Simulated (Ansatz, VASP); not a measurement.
TiB2: VASP beside Ansatz

```
CELL_PARAMETERS angstrom
2.99891 0.00000 0.00000
-1.49945 2.59713 0.00000
0.00000 0.00000 3.22840
ATOMIC_POSITIONS crystal
Ti 0.00000 0.00000 0.00000
B 0.33333 0.66667 0.50000
B 0.66667 0.33333 0.50000
```

Change from the starting cell: equal xx and yy strain of -1 %, PAW files.

Alike in both runs: task electric field gradients; functional PBEsol; k mesh 15 × 15 × 13; occupations fermi-dirac, width 0.08 eV; no spin polarisation.

```csv
,VASP,Ansatz
version,VASP 6.6.1,Ansatz 0.2.0
potentials or method,"VASP PAW PBE potentials, release 64 (Ti_sv, B)","PAW with Ansatz's default frozen-core files, scalar-relativistic"
plane-wave cutoff (eV),520,420
valence electrons in the cell,18,18
```

|  | VASP | Ansatz | Ansatz less VASP |
| --- | --- | --- | --- |
| pressure (GPa) | 0.8 | 0.4 | -0.37 |
| largest component of the traceless stress (GPa) | 5.60 | 5.52 | -0.075 |
| Vzz of the field gradient on the site that differs most (V/Å²) | 20.3 | 22.5 | +2.16 |

The functional is the same, so the differences come from potentials, cutoffs and numerics.

Caveats: the PAW data sets were made with another functional, which shifts forces and pressure a little (VASP).
